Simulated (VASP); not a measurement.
# Ta2N (P-3m1) in VASP: notebook

Aim: see how the results for Ta2N move with the level of theory and the settings. Levels: PBE+D4, PBE, PBEsol. Tasks: density of states, equation of state.

All numbers are computed with VASP 6.6.1; they aren't measurements. Logs are shortened: lines on timing, memory, paths and dates and some standing lists are left out, and cuts for length are marked.

## (1) The structure

Symmetry: P-3m1, No. 164, trigonal system. Conventional cell: a = 3.113 Å, b = 3.113 Å, c = 4.870 Å, α = 90.00°, β = 90.00°, γ = 120.00°. Ta (site symmetry 3m) has 3 N at 2.18 Å as nearest neighbours. N (site symmetry -3m) has 6 Ta at 2.18 Å as nearest neighbours.

The cell comes from a database or a generator and needn't be the stable form of this composition.

## (2) Density of states, PBE+D4, spin-orbit coupling, no magnetisation

Input file POSCAR:

```
Ta2N
1.0
    3.1128615060      0.0000000000      0.0000000000
   -1.5564307530      2.6958171426      0.0000000000
    0.0000000000      0.0000000000      4.8698410000
Ta N
2 1
Direct
    0.3333333333      0.6666666667      0.2547110000
    0.6666666667      0.3333333333      0.7452890000
    0.0000000000      0.0000000000      0.0000000000
```

Input file INCAR.step1:

```
SYSTEM = Ta2N
ALGO = Normal ; EDIFF = 1E-6
ENCUT = 400 ; GGA = PE
GGA_COMPAT = .FALSE. ; ISIF = 2
ISMEAR = 0 ; IVDW = 13
LASPH = .TRUE. ; LCHARG = .TRUE.
LMAXMIX = 4 ; LNONCOLLINEAR = .TRUE.
LREAL = .FALSE. ; LSORBIT = .TRUE.
LWAVE = .FALSE. ; MAGMOM = 0 0 0 0 0 0 0 0 0
NBANDS = 40 ; NELM = 100
PREC = Accurate ; SIGMA = 0.05
```

Input file KPOINTS.step1:

```
k-points
0
G
  7 7 5
  0 0 0
```

Input file INCAR.step2:

```
SYSTEM = Ta2N
ALGO = Normal ; EDIFF = 1E-6
ENCUT = 400 ; GGA = PE
GGA_COMPAT = .FALSE. ; ICHARG = 11
ISIF = 2 ; ISMEAR = -5
IVDW = 13 ; LASPH = .TRUE.
LCHARG = .FALSE. ; LMAXMIX = 4
LNONCOLLINEAR = .TRUE. ; LORBIT = 11
LREAL = .FALSE. ; LSORBIT = .TRUE.
LWAVE = .FALSE. ; MAGMOM = 0 0 0 0 0 0 0 0 0
NBANDS = 40 ; NEDOS = 2001
NELM = 100 ; PREC = Accurate
SIGMA = 0.05
```

Input file KPOINTS.step2:

```
k-points
0
G
  11 11 8
  0 0 0
```

Potentials or basis: VASP PAW PBE potentials, release 64 (Ta_pv, N_s).

Started as:

```console
> cat potpaw_PBE.64/Ta_pv/POTCAR potpaw_PBE.64/N_s/POTCAR > POTCAR
> cp INCAR.step1 INCAR
> cp KPOINTS.step1 KPOINTS
> mpirun -np 1 vasp_ncl > vasp.out
> cp INCAR.step2 INCAR
> cp KPOINTS.step2 KPOINTS
> mpirun -np 1 vasp_ncl > vasp.out
```

OUTCAR:

```text
SYSTEM = Ta2N
   EDIFF = 1E-6
   ENCUT = 400
   GGA = PE
   ICHARG = 11
   ISIF = 2
   ISMEAR = -5
   IVDW = 13
   LASPH = .TRUE.
   LNONCOLLINEAR = .TRUE.
   LORBIT = 11
   LREAL = .FALSE.
   LSORBIT = .TRUE.
   NELM = 100
   PREC = Accurate

 ion  position               nearest neighbor table
   1  0.333  0.667  0.255-   3 2.18   3 2.18   3 2.18   2 2.99   2 2.99   2 2.99   2 3.06   2 3.06
                             2 3.06
   2  0.667  0.333  0.745-   3 2.18   3 2.18   3 2.18   1 2.99   1 2.99   1 2.99   1 3.06   1 3.06
                             1 3.06
   3  0.000  0.000  0.000-   1 2.18   2 2.18   1 2.18   2 2.18   2 2.18   1 2.18

  LATTYP: Found a hexagonal cell.
 ALAT       =     3.1128615060
 C/A-ratio  =     1.5644258476

  Lattice vectors:

 A1 = (   3.1128615060,   0.0000000000,   0.0000000000)
 A2 = (  -1.5564307530,   2.6958171426,   0.0000000000)
 A3 = (   0.0000000000,   0.0000000000,   4.8698410000)

Analysis of symmetry for initial positions (statically):
=====================================================================
 Subroutine PRICEL returns:
 Original cell was already a primitive cell.

 Routine SETGRP: Setting up the symmetry group for a
 hexagonal supercell.

 Subroutine GETGRP returns: Found 12 space group operations
 (whereof 12 operations were pure point group operations)
 out of a pool of 24 trial point group operations.

The static configuration has the point symmetry D_3d.

Analysis of symmetry for dynamics (positions and initial velocities):
=====================================================================
 Subroutine PRICEL returns:
 Original cell was already a primitive cell.

 Routine SETGRP: Setting up the symmetry group for a
 hexagonal supercell.

 Subroutine GETGRP returns: Found 12 space group operations
 (whereof 12 operations were pure point group operations)
 out of a pool of 24 trial point group operations.

The dynamic configuration has the point symmetry D_3d.

Analysis of structural, dynamic, and magnetic symmetry:
=====================================================================
 Subroutine PRICEL returns:
 Original cell was already a primitive cell.

 Routine SETGRP: Setting up the symmetry group for a
 hexagonal supercell.

 Subroutine GETGRP returns: Found 12 space group operations
 (whereof 12 operations were pure point group operations)
 out of a pool of 24 trial point group operations.

The overall configuration has the point symmetry D_3d.

 Subroutine INISYM returns: Found 12 space group operations
 (whereof 12 operations are pure point group operations),
 and found     1 'primitive' translations

----------------------------------------------------------------------------------------

                                     Primitive cell

  volume of cell :      40.8663

  direct lattice vectors                    reciprocal lattice vectors
     3.112861506  0.000000000  0.000000000     0.321247829  0.185472520  0.000000000
    -1.556430753  2.695817143  0.000000000     0.000000000  0.370945041  0.000000000
     0.000000000  0.000000000  4.869841000     0.000000000  0.000000000  0.205345513

  length of vectors
     3.112861506  3.112861506  4.869841000     0.370945041  0.370945041  0.205345513

  position of ions in fractional coordinates (direct lattice)
     0.333333333  0.666666667  0.254711000
     0.666666667  0.333333333  0.745289000
     0.000000000  0.000000000  0.000000000

  ion indices of the primitive-cell ions
   primitive index   ion index
                 1           1
                 2           2
                 3           3

----------------------------------------------------------------------------------------

 KPOINTS: k-points

Automatic generation of k-mesh.
 Grid dimensions read from file:
 generate k-points for:   11   11    8

 Generating k-lattice:

  Cartesian coordinates                     Fractional coordinates (reciprocal lattice)
     0.029204348  0.016861138  0.000000000     0.090909091  0.000000000  0.000000000
     0.000000000  0.033722276  0.000000000     0.000000000  0.090909091  0.000000000
     0.000000000  0.000000000  0.025668189     0.000000000  0.000000000  0.125000000

  Length of vectors
     0.033722276  0.033722276  0.025668189

  Shift w.r.t. Gamma in fractional coordinates (k-lattice)
     0.000000000  0.000000000  0.000000000

 TETIRR: Found   1408 inequivalent tetrahedra from     5808

 Subroutine IBZKPT returns following result:
 ===========================================

 Found    110 irreducible k-points:

 Following reciprocal coordinates:
[... 59 lines left out ...]
   NGXF,Y,Z  is equivalent  to a cutoff of  21.36, 21.36, 21.85 a.u.
 SYSTEM =  Ta2N
   PREC   = accura    normal or accurate (medium, high low for compatibility)
   ISTART =      0    job   : 0-new  1-cont  2-samecut
   ICHARG =     11    charge: 1-file 2-atom 10-const
   ISPIN  =      1    spin polarized calculation?
   LNONCOLLINEAR =      T non collinear calculations
   LSORBIT =      T    spin-orbit coupling
   LASPH  =      T    aspherical Exc in radial PAW
   ENCUT  =  400.0 eV  29.40 Ry    5.42 a.u.   5.08  5.08  7.94*2*pi/ulx,y,z
   NELM   =    100;   NELMIN=  2; NELMDL=  0     # of ELM steps
   EDIFF  = 0.1E-05   stopping-criterion for ELM
   LREAL  =      F    real-space projection
   EDIFFG = 0.1E-04   stopping-criterion for IOM
   NSW    =      0    number of steps for IOM
   IBRION =     -1    ionic relax: 0-MD 1-quasi-New 2-CG
   NFREE  =      0    steps in history (QN), initial steepest desc. (CG)
   ISIF   =      2    stress and relaxation
   ISYM   =      2    0-nonsym 1-usesym 2-fastsym
   POTIM  = 0.5000    time-step for ionic-motion
   TEBEG  =    0.0;   TEEND  =   0.0 temperature during run
   PSTRESS=    0.0 pullay stress
   NELECT =      27.0000    total number of electrons
   NUPDOWN=      -1.0000    fix difference up-down
   EMIN   =  10.00;   EMAX   =-10.00  energy-range for DOS
   EFERMI =   0.00;   METHOD = LEGACY
   ISMEAR =    -5;   SIGMA  =   0.05  broadening in eV -4-tet -1-fermi 0-gaus
   EFERMI_NEDOS =   21; number of points for ismear=-14 and -15
   IALGO  =     38    algorithm
   IMIX   =      4    mixing-type and parameters
     AMIX     =   0.40;   BMIX     =  1.00
     AMIX_MAG =   1.60;   BMIX_MAG =  1.00
  volume/ion in A,a.u.               =      13.62        91.93
  Fermi-wavevector in a.u.,A,eV,Ry     =   1.425852  2.694469 27.661374  2.033054
  Thomas-Fermi vector in A             =   2.546192
   LORBIT       =     11    0 simple, 1 ext, 2 COOP (PROOUT), +10 PAW based schemes
   GGA     = PE    functional components
   LHFCALC =     F    Hartree Fock is set to
   AEXX    =    0.0000 exact exchange contribution
   IVDW    =    13    specifies the selected vdW correction
   LEPSILON=     F    determine dielectric tensor
   LRPA    =     F    only Hartree local field effects (RPA)
 Fermi weights with tetrahedron method with Bloechl corrections
  energy-cutoff  :      400.00
  volume of cell :       40.87
 maximum number of plane-waves:      1516

 number of electron      27.0000000 magnetization      -0.0000000     -0.0000000     -0.0000000

 Free energy of the ion-electron system (eV)
  ---------------------------------------------------
  ext. energy  EPLUGINS =         0.00000000
  ---------------------------------------------------
  free energy    TOTEN  =       -35.76123789 eV

  energy without entropy =      -35.76123789  energy(sigma->0) =      -35.76123789

 E-fermi :   7.6256     XC(G=0): -12.8470

 val. band max:        7.6436298717   @ k =   0.0000   0.0000   0.0000
 cond. band min:       7.5110706295   @ k =   0.0909   0.0000   0.1250
 fundamental gap:     -0.1325592422
 Fermi energy:         7.6255627924

 k-point     1 :       0.0000    0.0000    0.0000
  band No.  band energies     occupation
      1     -32.8440      1.00000
      2     -32.8440      1.00000
      3     -32.5928      1.00000
      4     -32.5928      1.00000
      5     -25.4487      1.00000
      6     -25.4487      1.00000
[... 1669 lines left out ...]
     38      12.1049      0.00000
     39      13.1839      0.00000

 [... further k-points ...]

 [bands above 39 left out]

------------------------ aborting loop because EDIFF is reached ----------------------------------------

  DFT-D4 for vdW energy calculation

  Edisp (eV):   -0.89078

  FORCE on cell =-STRESS in cart. coord.  units (eV):
  Direction    XX          YY          ZZ          XY          YZ          ZX
  --------------------------------------------------------------------------------------
  -------------------------------------------------------------------------------------
  Total      -1.15140    -1.15140    -0.88579     0.00000     0.00000     0.00000
  in kB     -45.14090   -45.14090   -34.72780     0.00000     0.00000     0.00000
  external pressure =      -41.67 kB  Pullay stress =        0.00 kB

 VOLUME and BASIS-vectors are now :
 -----------------------------------------------------------------------------
  energy-cutoff  :      400.00
  volume of cell :       40.87
      direct lattice vectors                 reciprocal lattice vectors
     3.112861506  0.000000000  0.000000000     0.321247829  0.185472520  0.000000000
    -1.556430753  2.695817143  0.000000000     0.000000000  0.370945041  0.000000000
     0.000000000  0.000000000  4.869841000     0.000000000  0.000000000  0.205345513

 POSITION                                       TOTAL-FORCE (eV/Angst)
 -----------------------------------------------------------------------------------
     -0.00000      1.79721      1.24040        -0.000000      0.000000     -0.040354
      1.55643      0.89861      3.62944         0.000000     -0.000000      0.040354
      0.00000      0.00000      0.00000         0.000000      0.000000      0.000000
 -----------------------------------------------------------------------------------
    total drift:                                0.000000     -0.000000      0.000000

  FREE ENERGIE OF THE ION-ELECTRON SYSTEM (eV)
  ---------------------------------------------------
  free  energy   TOTEN  =       -36.6520152196 eV

  energy  without entropy=      -36.6520152196  energy(sigma->0) =      -36.65201522

 Spin-Orbit-Coupling matrix elements

 Ion:    1  E_soc:     -1.3660400
 l=   1
     0.0000000    -0.2069513    -0.2073236
    -0.2069513     0.0000000    -0.2069513
    -0.2073236    -0.2069513     0.0000000
 l=   2
     0.0000000    -0.0038361     0.0000000    -0.0038361    -0.0160389
    -0.0038361     0.0000000    -0.0131447    -0.0041210    -0.0038361
     0.0000000    -0.0131447     0.0000000    -0.0131447     0.0000000
    -0.0038361    -0.0041210    -0.0131447     0.0000000    -0.0038361
    -0.0160389    -0.0038361     0.0000000    -0.0038361     0.0000000
 l=   3
     0.0000000     0.0000000     0.0000000     0.0000000     0.0000000     0.0000000     0.0000000
     0.0000000     0.0000000     0.0000000     0.0000000     0.0000000     0.0000000     0.0000000
     0.0000000     0.0000000     0.0000000     0.0000000     0.0000000     0.0000000     0.0000000
     0.0000000     0.0000000     0.0000000     0.0000000     0.0000000     0.0000000     0.0000000
[... 29 lines left out ...]
 l=   2
     0.0000000     0.0000000     0.0000000     0.0000000     0.0000000
     0.0000000     0.0000000     0.0000000     0.0000000     0.0000000
     0.0000000     0.0000000     0.0000000     0.0000000     0.0000000
     0.0000000     0.0000000     0.0000000     0.0000000     0.0000000
     0.0000000     0.0000000     0.0000000     0.0000000     0.0000000
 l=   3
     0.0000000     0.0000000     0.0000000     0.0000000     0.0000000     0.0000000     0.0000000
     0.0000000     0.0000000     0.0000000     0.0000000     0.0000000     0.0000000     0.0000000
     0.0000000     0.0000000     0.0000000     0.0000000     0.0000000     0.0000000     0.0000000
     0.0000000     0.0000000     0.0000000     0.0000000     0.0000000     0.0000000     0.0000000
     0.0000000     0.0000000     0.0000000     0.0000000     0.0000000     0.0000000     0.0000000
     0.0000000     0.0000000     0.0000000     0.0000000     0.0000000     0.0000000     0.0000000
     0.0000000     0.0000000     0.0000000     0.0000000     0.0000000     0.0000000     0.0000000

 total charge

# of ion       s       p       d       tot
------------------------------------------
    1        0.312   6.219   2.354   8.885
    2        0.312   6.219   2.354   8.885
    3        1.629   3.436   0.000   5.065
--------------------------------------------------
tot          2.252  15.874   4.708  22.834

 magnetization (x)

# of ion       s       p       d       tot
------------------------------------------
    1        0.000  -0.000  -0.000  -0.000
    2        0.000  -0.000  -0.000  -0.000
    3        0.000  -0.000   0.000   0.000
--------------------------------------------------
tot          0.000  -0.000  -0.000  -0.000

 magnetization (y)

# of ion       s       p       d       tot
------------------------------------------
    1        0.000   0.000  -0.000  -0.000
    2       -0.000   0.000  -0.000  -0.000
    3        0.000   0.000   0.000   0.000
--------------------------------------------------
tot          0.000   0.000  -0.000  -0.000

 magnetization (z)

# of ion       s       p       d       tot
------------------------------------------
    1        0.000   0.000   0.000   0.000
    2        0.000   0.000   0.000   0.000
    3        0.000   0.000   0.000   0.000
--------------------------------------------------
tot          0.000   0.000   0.000   0.000
```

Wall time 2.7 min (1 thread of Intel Xeon Platinum 8488C (Sapphire Rapids), shared host); peak memory 0.29 GiB.

Results:

| Quantity | Value |
| --- | --- |
| Valence electrons inside the program's atomic spheres | Ta 8.88; N 5.07 |
| Dispersion energy per atom | -0.297 eV |

## (3) Equation of state, PBE, 13.21 Å³/atom

Input file INCAR:

```
SYSTEM = Ta2N
ADDGRID  = .FALSE.      
ALGO     = Normal         ! electronic algorithm
EDIFF    = 1E-8           ! SCF threshold, eV
ENCUT    = 900            ! plane-wave cutoff, eV
GGA      = PE             ! functional
ISIF     = 2              ! what is computed and relaxed
ISMEAR   = 0              ! smearing method
LASPH    = .TRUE.         ! aspherical terms in the spheres
LCHARG   = .FALSE.        ! write CHGCAR
LREAL    = .FALSE.        ! projectors in reciprocal space
LWAVE    = .FALSE.        ! write WAVECAR
NELM     = 100            ! most SCF steps
PREC     = Accurate       ! precision mode
SIGMA    = 0.05           ! smearing width, eV
```

Input file KPOINTS:

```
k-points
0
G
  12 12 7
  0 0 0
```

Input file POSCAR:

```
Ta2N
1.0
    3.0814163106      0.0000000000      0.0000000000
   -1.5407081553      2.6685848045      0.0000000000
    0.0000000000      0.0000000000      4.8206473235
Ta N
2 1
Direct
    0.3333333333      0.6666666667      0.2547110000
    0.6666666667      0.3333333333      0.7452890000
    0.0000000000      0.0000000000      0.0000000000
```

Potentials or basis: VASP PAW PBE potentials, release 64 (Ta_pv, N).

Started as:

```console
> cat potpaw_PBE.64/Ta_pv/POTCAR potpaw_PBE.64/N/POTCAR > POTCAR
> mpirun -np 1 vasp_std > vasp.out
```

OUTCAR:

```text
SYSTEM = Ta2N
   EDIFF = 1E-8
   ENCUT = 900
   GGA = PE
   ISIF = 2
   ISMEAR = 0
   LASPH = .TRUE.
   LREAL = .FALSE.
   NELM = 100
   PREC = Accurate

 ion  position               nearest neighbor table
   1  0.333  0.667  0.255-   3 2.16   3 2.16   3 2.16   2 2.96   2 2.96   2 2.96   2 3.03   2 3.03
                             2 3.03
   2  0.667  0.333  0.745-   3 2.16   3 2.16   3 2.16   1 2.96   1 2.96   1 2.96   1 3.03   1 3.03
                             1 3.03
   3  0.000  0.000  0.000-   1 2.16   2 2.16   1 2.16   2 2.16   2 2.16   1 2.16

  LATTYP: Found a hexagonal cell.
 ALAT       =     3.0814163106
[... 677 lines left out ...]
  Direction    XX          YY          ZZ          XY          YZ          ZX
  --------------------------------------------------------------------------------------
  -------------------------------------------------------------------------------------
  Total        1.9630156      1.9630156      2.2091131      0.0000000      0.0000000      0.0000000
  in kB       79.3409833     79.3409833     89.2877320      0.0000000      0.0000000      0.0000000
  external PRESSURE =      82.6565662 kB  Pullay stress =       0.0000000 kB

 VOLUME and BASIS-vectors are now :
 -----------------------------------------------------------------------------
  energy-cutoff  :      900.00
  volume of cell :       39.64
      direct lattice vectors                 reciprocal lattice vectors
     3.081416311  0.000000000  0.000000000     0.324526094  0.187365228  0.000000000
    -1.540708155  2.668584805  0.000000000     0.000000000  0.374730456  0.000000000
     0.000000000  0.000000000  4.820647324     0.000000000  0.000000000  0.207441020

 POSITION                                       TOTAL-FORCE (eV/Angst)
 -----------------------------------------------------------------------------------
     -0.00000      1.77906      1.22787        -0.000000      0.000000      0.110120
      1.54071      0.88953      3.59278         0.000000      0.000000     -0.110120
      0.00000      0.00000      0.00000         0.000000      0.000000      0.000000
 -----------------------------------------------------------------------------------
    total drift:                               -0.000000      0.000000     -0.000000

  FREE ENERGIE OF THE ION-ELECTRON SYSTEM (eV)
  ---------------------------------------------------
  free  energy   TOTEN  =       -34.3628048249 eV

  energy  without entropy=      -34.3615346060  energy(sigma->0) =      -34.36216972
```

OSZICAR:

```text
N       E                     dE             d eps       ncg     rms          rms(c)
DAV:   1     0.267396580116E+03    0.26740E+03   -0.20996E+04  3808   0.247E+03
DAV:   2    -0.249104045978E+02   -0.29231E+03   -0.28879E+03  4329   0.568E+02
DAV:   3    -0.374320560487E+02   -0.12522E+02   -0.12200E+02  5280   0.102E+02
DAV:   4    -0.376067258918E+02   -0.17467E+00   -0.17067E+00  4635   0.110E+01
DAV:   5    -0.376105861920E+02   -0.38603E-02   -0.37885E-02  5410   0.114E+00    0.277E+01
DAV:   6    -0.347289549300E+02    0.28816E+01   -0.21400E+01  5336   0.329E+01    0.134E+01
DAV:   7    -0.344207106749E+02    0.30824E+00   -0.21402E+00  4899   0.107E+01    0.699E+00
DAV:   8    -0.343666854139E+02    0.54025E-01   -0.26762E-01  4530   0.473E+00    0.444E-01
DAV:   9    -0.343632447092E+02    0.34407E-02   -0.36919E-02  5352   0.131E+00    0.227E-01
DAV:  10    -0.343629735947E+02    0.27111E-03   -0.75131E-03  5031   0.733E-01    0.878E-02
DAV:  11    -0.343628165893E+02    0.15701E-03   -0.18150E-03  4974   0.281E-01    0.326E-02
DAV:  12    -0.343628055122E+02    0.11077E-04   -0.12346E-04  5091   0.896E-02    0.495E-03
DAV:  13    -0.343628050497E+02    0.46251E-06   -0.46027E-06  4853   0.186E-02    0.297E-03
DAV:  14    -0.343628048597E+02    0.18993E-06   -0.11727E-06  5177   0.832E-03    0.130E-03
DAV:  15    -0.343628048285E+02    0.31190E-07   -0.83445E-08  4998   0.254E-03    0.129E-04
DAV:  16    -0.343628048249E+02    0.36684E-08   -0.19713E-09  2775   0.517E-04
   1 F= -.34362805E+02 E0= -.34362170E+02  d E =-.127022E-02
```

stdout:

```text
POSCAR found type information on POSCAR TaN
 POSCAR found :  2 types and       3 ions
 scaLAPACK will be used
 LDA part: xc-table for (Slater+PW92), standard interpolation
 POSCAR, INCAR and KPOINTS ok, starting setup
 FFT: planning ... GRIDC
 FFT: planning ... GRID_SOFT
 FFT: planning ... GRID
 WAVECAR not read
 entering main loop
```

It took 2.8 min on 1 thread of AMD EPYC 7R43 (Zen 3), shared host; peak memory 0.28 GiB.

Results:

```yaml
Free_energy: -34.3628 eV
Pressure: 8.3 GPa
Largest_force: 0.110 eV/Å
Band_gap_on_the_k_mesh: none (metal or under the smearing width)
```

(Part 1 of 2 ends here.)
